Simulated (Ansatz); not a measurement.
**LiF: band gap under strain**

Aim: follow the gap of the known phase of LiF with 2 atoms a cell through these states: +4.9 % strain along y alone; -5.8 % strain along z alone. The table at the end shows which levels were run.

Code: Ansatz 0.2.0. PAW datasets, plane waves. Computed at 0 K without zero-point motion; spin polarisation is off.

### Step 1. The structure to begin with

The unstrained cell was relaxed with r2SCAN; in each strained cell the atoms were relaxed again with r2SCAN. Names of k-points are those of the unstrained zone, where strain can split equivalent points. First state: +4.9 % strain along y alone.

The symmetry is I4/mmm (No. 139, tetragonal); a = 2.821 Å, c = 4.184 Å in the conventional setting, 8.32 Å³ an atom. Around Li lie 6 F at 1.99–2.09 Å; around F lie 6 Li at 1.99–2.09 Å.

The structure in full:

Space group I4/mmm (No. 139). a = 2.821 Å, b = 2.821 Å, c = 4.184 Å, α = 90.00°, β = 90.00°, γ = 90.00°
| atom | site | symmetry | x | y | z |
| --- | --- | --- | --- | --- | --- |
| Li | 2a | 4/mmm | 0.0000 | 0.0000 | 0.0000 |
| F | 2b | 4/mmm | 0.5000 | 0.5000 | 0.0000 |

### Step 2. +4.9 % strain along y alone: PBE

Input file input.yaml:

```yaml
crystal:
  lattice:
    - [0.0, 2.0918198325, 1.9948691899]
    - [1.9948691899, 0.0, 1.9948691899]
    - [1.9948691899, 2.0918198325, 0.0]
  atoms:
    - { symbol: Li, position: [0.0, 0.0, 0.0] }
    - { symbol: F, position: [0.5, 0.5, 0.5] }
kpoints:
  mp_grid: { grid: [10, 10, 10] }
  band_path:
    path:
      - [0.0, 0.0, 0.0]
      - [0.5, 0.0, 0.5]
      - [0.625, 0.25, 0.625]
      - [0.375, 0.375, 0.75]
      - [0.5, 0.5, 0.5]
      - [0.5, 0.25, 0.75]
    npoints: 1
hamiltonian:
  xc: pbe
scf:
  occupations: { method: fermi_dirac, width: 0.02 }
  n_extra_bands: 4
output:
  forces: true
  stress: true
  eigenvalues: true
```

Launch:

```console
ansatz run input.yaml --threads 4 --pin off --max-ram 5529MiB --backend cpu --events-out ev --progress --plain --runs-dir out
```

After this run come: +4.9 % strain along y alone: r2SCAN; +4.9 % strain along y alone: HSE06; -5.8 % strain along z alone: PBE; -5.8 % strain along z alone: r2SCAN; -5.8 % strain along z alone: HSE06.

Q: Predict the outcome of this session.

**Answer**, as computed:

Least gap in eV (negative: overlap):

| state | PBE | r2SCAN | HSE06 |
| --- | --- | --- | --- |
| +4.9 % strain along y alone | 8.86 | 9.82 | 11.14 |
| -5.8 % strain along z alone | 9.84 | 10.85 | 12.20 |

Where both were run, the HSE06 gap lies +2.29 to +2.36 eV from PBE's, each on its own k points. In PBE the gap is least under +4.9 % strain along y alone (8.86 eV) and largest under -5.8 % strain along z alone (9.84 eV).
